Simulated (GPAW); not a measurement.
# Si (Pm-3m) in GPAW: convergence with smearing width (eV)

Aim: find how far smearing width (eV) must go before the results for Si settle, at PBE. This setting moves, with any that are tied to it; all else stays.

Everything below comes from runs of GPAW 26.7.0. Logs are shortened: lines on timing, memory, paths and dates and some standing lists are left out, and cuts for length are marked. The log counts tension as positive stress, the text compression.

## Step 1: The structure

Symmetry: Pm-3m, No. 221, cubic system. The conventional cell has a = 2.532 Å, b = 2.532 Å, c = 2.532 Å, α = 90.00°, β = 90.00°, γ = 90.00°. Around Si (site symmetry m-3m) lie 6 Si at 2.53 Å.

The cell was built by a generator and needn't be a form met in nature.

## Step 2: With smearing width (eV) 0.5

run.py

```python
from ase import Atoms
from ase.dft.bandgap import bandgap
from ase.io import write
from ase.units import GPa
from gpaw import GPAW, PW

atoms = Atoms(['Si'],
              cell=[[2.53211, 0.0, 0.0],
                    [0.0, 2.53211, 0.0],
                    [0.0, 0.0, 2.53211]],
              scaled_positions=[[0.5, 0.5, 0.5]],
              pbc=True)

calc = GPAW(mode=PW(600),
            xc='PBE',
            kpts={'size': (10, 10, 10), 'gamma': True},
            occupations={'name': 'methfessel-paxton', 'width': 0.5, 'order': 1},
            nbands=8,
            convergence={'density': 1e-05, 'energy': 1e-05},
            maxiter=100,
            txt='gpaw.txt')
atoms.calc = calc
energy = atoms.get_potential_energy()
forces = atoms.get_forces()
stress = atoms.get_stress()
calc.write('gs.gpw')
write('result.traj', atoms)
print(f'Energy: {energy:.6f} eV')
print('Forces (eV/A):')
print(forces.round(4))
print('Stress (GPa):', (stress / GPa).round(3))
print('Fermi level:', round(calc.get_fermi_level(), 4), 'eV')
print(f'Gap: {bandgap(calc)[0]:.4f} eV, direct: {bandgap(calc, direct=True)[0]:.4f} eV')
```

Potentials or basis: GPAW PAW data sets (gpaw-data 1.2.1), pw.

Started as:

```console
> OMP_NUM_THREADS=1 python run.py
```

Wall time 5.4 s (1 thread of Arm Neoverse V1, shared host); peak memory 0.12 GiB.

Results:

| Item | Value |
| --- | --- |
| Free energy | -5.0826 eV |
| Pressure | 0.5 GPa |
| Band gap on the k mesh | none (metal or under the smearing width) |

## Step 3: With smearing width (eV) 0.3

run.py: that of step 2 with these lines changed.

```diff
@@ -16,3 +16,3 @@
             kpts={'size': (10, 10, 10), 'gamma': True},
-            occupations={'name': 'methfessel-paxton', 'width': 0.5, 'order': 1},
+            occupations={'name': 'methfessel-paxton', 'width': 0.3, 'order': 1},
             nbands=8,
```

Potentials or basis: GPAW PAW data sets (gpaw-data 1.2.1), pw.

Started as:

```console
> OMP_NUM_THREADS=1 python run.py
```

It took 5.7 s on 1 thread of Arm Neoverse V1, shared host; peak memory 0.12 GiB.

Results:

```
Free energy            : -5.0858 eV
Pressure               : 0.6 GPa
Band gap on the k mesh : none (metal or under the smearing width)
```

## Step 4: With smearing width (eV) 0.2

run.py: that of step 3 with these lines changed.

```diff
@@ -16,3 +16,3 @@
             kpts={'size': (10, 10, 10), 'gamma': True},
-            occupations={'name': 'methfessel-paxton', 'width': 0.3, 'order': 1},
+            occupations={'name': 'methfessel-paxton', 'width': 0.2, 'order': 1},
             nbands=8,
```

Started as:

```console
> OMP_NUM_THREADS=1 python run.py
```

Run time: 5.6 s. Hardware: 1 thread of Arm Neoverse V1, shared host; peak memory 0.12 GiB.

It converged, with:

```yaml
Free_energy: -5.0868 eV
Pressure: 0.6 GPa
Band_gap_on_the_k_mesh: none (metal or under the smearing width)
```

## Step 5: With smearing width (eV) 0.15

run.py: that of step 4 with these lines changed.

```diff
@@ -16,3 +16,3 @@
             kpts={'size': (10, 10, 10), 'gamma': True},
-            occupations={'name': 'methfessel-paxton', 'width': 0.2, 'order': 1},
+            occupations={'name': 'methfessel-paxton', 'width': 0.15, 'order': 1},
             nbands=8,
```

Started as:

```console
> OMP_NUM_THREADS=1 python run.py
```

Run time: 5.5 s. Hardware: 1 thread of Arm Neoverse V1, shared host; peak memory 0.12 GiB.

It converged, with:

```
Free energy            : -5.0868 eV
Pressure               : 0.6 GPa
Band gap on the k mesh : none (metal or under the smearing width)
```

## Step 6: With smearing width (eV) 0.1

run.py: that of step 5 with these lines changed.

```diff
@@ -16,3 +16,3 @@
             kpts={'size': (10, 10, 10), 'gamma': True},
-            occupations={'name': 'methfessel-paxton', 'width': 0.15, 'order': 1},
+            occupations={'name': 'methfessel-paxton', 'width': 0.1, 'order': 1},
             nbands=8,
```

Potentials or basis: GPAW PAW data sets (gpaw-data 1.2.1), pw.

Started as:

```console
> OMP_NUM_THREADS=1 python run.py
```

Run time: 5.7 s. Hardware: 1 thread of Arm Neoverse V1, shared host; peak memory 0.12 GiB.

Results (log left out):

| Item | Value |
| --- | --- |
| Free energy | -5.0867 eV |
| Pressure | 0.6 GPa |
| Band gap on the k mesh | none (metal or under the smearing width) |

## Step 7: With smearing width (eV) 0.05

run.py: that of step 6 with these lines changed.

```diff
@@ -16,3 +16,3 @@
             kpts={'size': (10, 10, 10), 'gamma': True},
-            occupations={'name': 'methfessel-paxton', 'width': 0.1, 'order': 1},
+            occupations={'name': 'methfessel-paxton', 'width': 0.05, 'order': 1},
             nbands=8,
```

Started as:

```console
> OMP_NUM_THREADS=1 python run.py
```

It took 5.6 s on 1 thread of Arm Neoverse V1, shared host; peak memory 0.12 GiB.

Results (log left out):

| Property | Result |
| --- | --- |
| Free energy | -5.0867 eV |
| Pressure | 0.7 GPa |
| Band gap on the k mesh | none (metal or under the smearing width) |

## Step 8: With smearing width (eV) 0.025

run.py: that of step 7 with these lines changed.

```diff
@@ -16,3 +16,3 @@
             kpts={'size': (10, 10, 10), 'gamma': True},
-            occupations={'name': 'methfessel-paxton', 'width': 0.05, 'order': 1},
+            occupations={'name': 'methfessel-paxton', 'width': 0.025, 'order': 1},
             nbands=8,
```

Started as:

```console
> OMP_NUM_THREADS=1 python run.py
```

Wall time 5.7 s (1 thread of Arm Neoverse V1, shared host); peak memory 0.12 GiB.

Results (log left out):

- Free energy: -5.0866 eV
- Pressure: 0.6 GPa
- Band gap on the k mesh: none (metal or under the smearing width)

## Step 9: With smearing width (eV) 0.01

run.py: that of step 8 with these lines changed.

```diff
@@ -16,3 +16,3 @@
             kpts={'size': (10, 10, 10), 'gamma': True},
-            occupations={'name': 'methfessel-paxton', 'width': 0.025, 'order': 1},
+            occupations={'name': 'methfessel-paxton', 'width': 0.01, 'order': 1},
             nbands=8,
```

Potentials or basis: GPAW PAW data sets (gpaw-data 1.2.1), pw.

Started as:

```console
> OMP_NUM_THREADS=1 python run.py
```

gpaw.txt:

```text
__  _  _
 | _ |_)|_||  |
 |__||  | ||/\| - 26.7.0

Input parameters:
  mode=PW(ecut=600.0),
  convergence={'density': 1e-05, 'energy': 1e-05},
  kpts=MonkhorstPack(size=(10, 10, 10), gamma=True),
  maxiter=100,
  nbands=8,
  occupations=Occupations(name='methfessel-paxton', width=0.01, order=1),
  xc=XC(name='PBE')

Diagonalizing LCAO Hamiltonian
Converting LCAO to pw mode
   .-----.
  /|     |
 * |     |
 | .-Si--.
 |/     /
 *-----*

Atoms  # Å, Bohr magnetons
|   | symbol |        x |        y |        z |    initial magnetic moments |
|---|--------|----------|----------|----------|-----------------------------|
| 0 |     Si | 1.266055 | 1.266055 | 1.266055 | ( 0.0000,  0.0000,  0.0000) |

Unit cell  # Å
| periodic |        x |        y |        z |  lengths |    angles |
|----------|----------|----------|----------|----------|-----------|
|      yes | 2.532110 | 0.000000 | 0.000000 | 2.532110 | 90.000000 |
|      yes | 0.000000 | 2.532110 | 0.000000 | 2.532110 | 90.000000 |
|      yes | 0.000000 | 0.000000 | 2.532110 | 2.532110 | 90.000000 |

Number of symmetries: 48
Symmetry operations  # r_c * U_cc + t_c -> r_c
|    | kind |            matrix            |
|----|------|------------------------------|
|  0 |  E   |  1, 0, 0,  0, 1, 0,  0, 0, 1 |
|  1 |  σ   |  1, 0, 0,  0, 1, 0,  0, 0,-1 |
|  2 |  σ   |  1, 0, 0,  0, 0, 1,  0, 1, 0 |
|  3 |  C4  |  1, 0, 0,  0, 0, 1,  0,-1, 0 |
|  4 |  C4  |  1, 0, 0,  0, 0,-1,  0, 1, 0 |
|  5 |  σ   |  1, 0, 0,  0, 0,-1,  0,-1, 0 |
|  6 |  σ   |  1, 0, 0,  0,-1, 0,  0, 0, 1 |
|  7 |  C2  |  1, 0, 0,  0,-1, 0,  0, 0,-1 |
|  8 |  σ   |  0, 1, 0,  1, 0, 0,  0, 0, 1 |
|  9 |  C2  |  0, 1, 0,  1, 0, 0,  0, 0,-1 |
| 10 |  C3  |  0, 1, 0,  0, 0, 1,  1, 0, 0 |
| 11 |  S6  |  0, 1, 0,  0, 0, 1, -1, 0, 0 |
| 12 |  S6  |  0, 1, 0,  0, 0,-1,  1, 0, 0 |
| 13 |  C3  |  0, 1, 0,  0, 0,-1, -1, 0, 0 |
| 14 |  C4  |  0, 1, 0, -1, 0, 0,  0, 0, 1 |
| 15 |  S4  |  0, 1, 0, -1, 0, 0,  0, 0,-1 |
| 16 |  C3  |  0, 0, 1,  1, 0, 0,  0, 1, 0 |
| 17 |  S6  |  0, 0, 1,  1, 0, 0,  0,-1, 0 |
| 18 |  σ   |  0, 0, 1,  0, 1, 0,  1, 0, 0 |
| 19 |  C4  |  0, 0, 1,  0, 1, 0, -1, 0, 0 |
| 20 |  C2  |  0, 0, 1,  0,-1, 0,  1, 0, 0 |
| 21 |  S4  |  0, 0, 1,  0,-1, 0, -1, 0, 0 |
| 22 |  S6  |  0, 0, 1, -1, 0, 0,  0, 1, 0 |
| 23 |  C3  |  0, 0, 1, -1, 0, 0,  0,-1, 0 |
| 24 |  S6  |  0, 0,-1,  1, 0, 0,  0, 1, 0 |
| 25 |  C3  |  0, 0,-1,  1, 0, 0,  0,-1, 0 |
| 26 |  C4  |  0, 0,-1,  0, 1, 0,  1, 0, 0 |
| 27 |  σ   |  0, 0,-1,  0, 1, 0, -1, 0, 0 |
| 28 |  S4  |  0, 0,-1,  0,-1, 0,  1, 0, 0 |
| 29 |  C2  |  0, 0,-1,  0,-1, 0, -1, 0, 0 |
| 30 |  C3  |  0, 0,-1, -1, 0, 0,  0, 1, 0 |
| 31 |  S6  |  0, 0,-1, -1, 0, 0,  0,-1, 0 |
| 32 |  C4  |  0,-1, 0,  1, 0, 0,  0, 0, 1 |
| 33 |  S4  |  0,-1, 0,  1, 0, 0,  0, 0,-1 |
| 34 |  S6  |  0,-1, 0,  0, 0, 1,  1, 0, 0 |
| 35 |  C3  |  0,-1, 0,  0, 0, 1, -1, 0, 0 |
| 36 |  C3  |  0,-1, 0,  0, 0,-1,  1, 0, 0 |
| 37 |  S6  |  0,-1, 0,  0, 0,-1, -1, 0, 0 |
| 38 |  σ   |  0,-1, 0, -1, 0, 0,  0, 0, 1 |
| 39 |  C2  |  0,-1, 0, -1, 0, 0,  0, 0,-1 |
| 40 |  σ   | -1, 0, 0,  0, 1, 0,  0, 0, 1 |
| 41 |  C2  | -1, 0, 0,  0, 1, 0,  0, 0,-1 |
| 42 |  C2  | -1, 0, 0,  0, 0, 1,  0, 1, 0 |
| 43 |  S4  | -1, 0, 0,  0, 0, 1,  0,-1, 0 |
| 44 |  S4  | -1, 0, 0,  0, 0,-1,  0, 1, 0 |
| 45 |  C2  | -1, 0, 0,  0, 0,-1,  0,-1, 0 |
| 46 |  C2  | -1, 0, 0,  0,-1, 0,  0, 0, 1 |
| 47 |  i   | -1, 0, 0,  0,-1, 0,  0, 0,-1 |

BZ-sampling:
  Number of BZ points: 1000
  Number of IBZ points: 56

  Monkhorst-Pack size: [10, 10, 10]
  Monkhorst-Pack shift: [0.05, 0.05, 0.05]

K-points  # in reciprocal-cell coordinates
|     |                                coordinates |     weight |
|-----|--------------------------------------------|------------|
|   0 | (  0.00000000,   0.00000000,   0.00000000) | 0.00100000 |
|   1 | (  0.10000000,   0.00000000,   0.00000000) | 0.00600000 |
|   2 | (  0.10000000,   0.10000000,   0.00000000) | 0.01200000 |
|   3 | (  0.10000000,   0.10000000,   0.10000000) | 0.00800000 |
|   4 | (  0.20000000,   0.00000000,   0.00000000) | 0.00600000 |
|   5 | (  0.20000000,   0.10000000,   0.00000000) | 0.02400000 |
|   6 | (  0.20000000,   0.10000000,   0.10000000) | 0.02400000 |
|   7 | (  0.20000000,   0.20000000,   0.00000000) | 0.01200000 |
|   8 | (  0.20000000,   0.20000000,   0.10000000) | 0.02400000 |
|   9 | (  0.20000000,   0.20000000,   0.20000000) | 0.00800000 |
| ... |                                            |            |
|  55 | (  0.50000000,   0.50000000,   0.50000000) | 0.00100000 |

Plane wave coefficients: 554
Cutoff: 600.0 eV

Spin-components: 1 (collinear spins)
Bands:           8
Projectors:      5
Spin-degeneracy: 2
Datatype:        complex128

Parallelization:
  kpt:    1
  domain: 1
  band:   1

Density:
  Valence electrons: 4.0
  Components: 1
  Grid points: [15 15 15]
  Charge: 0.0  # |e|

Potential:
  Grid points: [15 15 15]

species:
  Si:
    name:    Silicon
    Z:       14.0
    valence: 4
    core:    10
    charge:  0.0  # [|e|]
    compensation charges:
      type: gauss
      rc: 0.33  # [Å]
      lmax: 2
    cutoffs:
      filter: 1.86  # [Å]
      core: 2.06  # [Å]
    projectors
    | kind |    occ | energy [eV] | rcut [Å] |
    |------|--------|-------------|----------|
    |   3s |  2.000 |     -10.812 |    1.058 |
    |   3p |  2.000 |      -4.081 |    1.058 |
    |    s |        |      16.399 |    1.058 |
    |    p |        |      23.130 |    1.058 |
    |    d |        |       0.000 |    1.058 |

    Using partial waves for Si as LCAO basis

Reference energy: -7886.344250  # eV

eigensolver:
  PPCG
  Converge bands: occupied
  niter=2

density mixing:
  MSR1-Mixer
  Pratt-step length: 0.05
  Maximum mixing coefficient: 0.75
  Old densities: 10
  SVD Regularization: 0.005
  Good broyden scale: 1.0
  Trust region scale: 1.0
  Backstep threshold: 4.0
  History deletion threshold: 6.0
  Fourier metric: weight=20.0, sigma=0.015

occupation numbers:
  Methfessel-Paxton:
    width: 0.0100  # eV
    order: 1

poisson solver:
  ecut: 4800.0  # eV

xc functional:
  name: PBE with 2 nearest neighbor stencil

convergence criteria:
- Maximum integral of absolute [dens]ity change: 1e-05 electrons / valence electron
- Maximum [total energy] change in last 3 cyles: 1e-05 eV / valence electron
- Maximum integral of absolute [eigenst]ate change: 4e-08 eV^2 / valence electron
maximum number of iterations: 100

SCF iterations
|iter     | |      energy | eigst |  dens |
|---------|-|-------------|-------|-------|
|iter:   1| |   -5.062169 | -0.17 |       |
|iter:   2| |   -5.065862 | -2.95 | -1.17 |
|iter:   3| |   -5.084461 | -3.33 | -1.19 |
|iter:   4| |   -5.086581 | -3.90 | -1.69 |
|iter:   5| |   -5.086579 | -6.50 | -2.82 |
|iter:   6| |   -5.086579c| -7.88c| -3.58 |
|iter:   7| |   -5.086579c| -8.54c| -4.29 |
|iter:   8| |   -5.086579c| -9.89c| -5.68c|

Converged in 8 steps
Energy contributions relative to reference atoms: (reference = -7886.344250)

Energy contributions:
  Kinetic:           5.225114
  Coulomb:          -4.144365
  Zero:             -0.014244
  External:          0.000000
  Xc:               -6.153065
  Entropy:          -0.000030
  Spinorbit:         0.000000
  ----------------------------
  Free energy:      -5.086589
  Extrapolated:     -5.086579

dipole moment: (-0.000002, -0.000002, -0.000002)  # |e|*Ang

Fermi level: 7.523
Eigenvalues  # (at kpt = [0.000, 0.000, 0.000])
| band index |      eig [eV] | occ [0-2] |
|------------|---------------|-----------|
|          0 |        -5.568 |     2.000 |
|          1 |        15.057 |     0.000 |
|          2 |        15.057 |     0.000 |
|          3 |        15.295 |     0.000 |
|          4 |        15.295 |     0.000 |
|          5 |        15.295 |     0.000 |
|          6 |        23.262 |     0.000 |
|          7 |        32.517 |     0.000 |

No gap
No difference between direct/indirect transitions

Forces  # eV/Ang
|        x |        y |        z |
|----------|----------|----------|
| -0.00000 | -0.00000 | -0.00000 |  # Si   0

Stress tensor  # eV/Ang^3
|         x |         y |         z |
|-----------|-----------|-----------|
| -0.004028 |  0.000000 |  0.000000 |
|  0.000000 | -0.004028 |  0.000000 |
|  0.000000 |  0.000000 | -0.004028 |

# Writing to gs.gpw (mode='')
```

Wall time 5.6 s (1 thread of Arm Neoverse V1, shared host); peak memory 0.12 GiB.

What came out:

```yaml
Free_energy: -5.0866 eV
Pressure: 0.6 GPa
Band_gap_on_the_k_mesh: none (metal or under the smearing width)
```

## Step 10: Summary

```tsv
smearing width (eV)	energy less the tightest run, at zero smearing (meV/atom)	pressure (GPa)	SCF cycles	CPU time (s)	peak memory (GiB)
0.5	0.63	0.50	8	5.4	0.12
0.3	-0.56	0.60	8	5.6	0.12
0.2	-0.47	0.61	8	5.5	0.12
0.15	-0.16	0.62	8	5.5	0.12
0.1	-0.08	0.64	8	5.7	0.12
0.05	-0.08	0.67	8	5.5	0.12
0.025	-0.03	0.65	8	5.7	0.12
0.01	0.00	0.65	8	5.6	0.12
```

Against the tightest run, the energy stays within 1 meV/atom from 0.5 on; the pressure stays within 0.1 GPa from 0.3 on. Narrower smearing needs a denser k mesh, so at a fixed mesh the narrowest width isn't the most accurate. The tightest run that finished is the yardstick and may itself not be fully converged.

Caveats: this smearing can pin the Fermi level at a band edge.
